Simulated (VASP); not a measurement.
Here is a VASP 6.6.1 calculation.

Contents of INCAR:

```
SYSTEM = InSb
  PREC = Accurate
  ENCUT = 600
  EDIFF = 1E-7
  ISMEAR = 0
  SIGMA = 0.03
  LREAL = .FALSE.
  LASPH = .TRUE.
  NELM = 80
  ALGO = Normal
  ISIF = 3
  LWAVE = .FALSE.
  LCHARG = .FALSE.
  GGA = PE
  IBRION = 2
  NSW = 90
  EDIFFG = -0.005
```

Contents of KPOINTS:

```
regular mesh
0
G
  10 10 10
  0 0 0
```

Contents of POSCAR:

```
InSb                                    
1.0
    0.0000000000      3.3168267494      3.3168267494
    3.3168267494     -0.0000000000      3.3168267494
    3.3168267494      3.3168267494      0.0000000000
  In              Sb            
     1     1
Direct
     0.0000000000000000    0.0000000000000000    0.0000000000000000
     0.2500000000000000    0.2500000000000000    0.2500000000000000
```

Potentials or basis: VASP PAW PBE potentials, release 64 (In_d, Sb).

Launch:

```sh
$ cat potpaw_PBE.64/In_d/POTCAR potpaw_PBE.64/Sb/POTCAR > POTCAR
$ mpirun -np 1 vasp_std > vasp.out
```

What does it give for the band gap on the k mesh?

None (metal or under the smearing width).

Estimate the relaxed cell.

a = 4.692 Å, b = 4.692 Å, c = 4.692 Å, α = 60.00°, β = 60.00°, γ = 60.00°.

What does it give for the space group after relaxing (to 0.05 Å)?

F-43m (No. 216).

What does it give for the relaxed volume?

36.52 Å³/atom.

Final structure:
```
CELL_PARAMETERS angstrom
0.00000 3.31764 3.31764
3.31764 0.00000 3.31764
3.31764 3.31764 0.00000
ATOMIC_POSITIONS crystal
In 0.00000 0.00000 0.00000
Sb 0.25000 0.25000 0.25000
```

Caveat: this crystal is a semiconductor, whose small gap the functional closes, so the metal is an error of the method. Spin-orbit coupling is left out, which matters for the levels of Sb.
